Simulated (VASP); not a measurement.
Wanted: the native input for a VASP 6.6.1 run.

- Task: relaxation of cell and atoms
- Functional: r2SCAN
- Potentials or basis: VASP PAW PBE potentials, release 64 (In_d, As)
- Cutoff: 600 eV
- k mesh: 10 × 10 × 10
- Occupations: gaussian, width 0.03 eV
- Spin: no spin polarisation
- Further INCAR settings: ALGO = Normal; EDIFF = 1e-06; IBRION = 2; EDIFFG = -0.01; NSW = 90; ISIF = 3

The structure of InAs lies in POSCAR:

```
InAs
1.0
    0.0000000000      3.0180000000      3.0180000000
    3.0180000000      0.0000000000      3.0180000000
    3.0180000000      3.0180000000      0.0000000000
In As
1 1
Direct
    0.0000000000      0.0000000000      0.0000000000
    0.2500000000      0.2500000000      0.2500000000
```

The cell was built by a generator and needn't be a form met in nature.

These files were run (other wordings do the same):

INCAR

```
SYSTEM = InAs
ALGO     = Normal         ! electronic algorithm
EDIFF    = 1E-6           ! SCF threshold, eV
EDIFFG   = -0.01          ! ionic threshold
ENCUT    = 600            ! plane-wave cutoff, eV
IBRION   = 2              ! ionic algorithm
ISIF     = 3              ! what is computed and relaxed
ISMEAR   = 0              ! smearing method
LASPH    = .True.         ! aspherical terms in the spheres
LCHARG   = .False.        ! write CHGCAR
LMIXTAU  = .True.       
LREAL    = .False.        ! projectors in reciprocal space
LWAVE    = .False.        ! write WAVECAR
METAGGA  = R2SCAN         ! meta-GGA
NELM     = 80             ! most SCF steps
NSW      = 90             ! ionic steps
PREC     = Accurate       ! precision mode
SIGMA    = 0.03           ! smearing width, eV
```

KPOINTS

```
k-points
0
Gamma
  10 10 10
  0 0 0
```

Potentials or basis: VASP PAW PBE potentials, release 64 (In_d, As).

Launch:

```console
$ cat potpaw_PBE.64/In_d/POTCAR potpaw_PBE.64/As/POTCAR > POTCAR
$ mpirun -np 1 vasp_std > vasp.out
```

It gave:

| Item | Value |
| --- | --- |
| Relaxed volume | 28.52 Å³/atom |
| Relaxed cell | a = 4.321 Å, b = 4.321 Å, c = 4.321 Å, α = 60.00°, β = 60.00°, γ = 60.00° |
| Space group after relaxing (to 0.05 Å) | F-43m (No. 216) |
| Energy gained by relaxing | 6.9 meV/atom |
| Ionic steps | 3 |
| Pressure after relaxing | 0.0 GPa |
| Band gap on the k mesh | 0.08 eV, direct |

Caveat: the PAW data sets were made with another functional, which shifts forces and pressure a little; spin-orbit coupling is left out, which moves the levels of the heavy elements.

Run time: 6.4 min on 1 thread of AMD EPYC 9R45 96-Core Processor (Zen 5), on a shared host, peak memory 0.23 GiB.
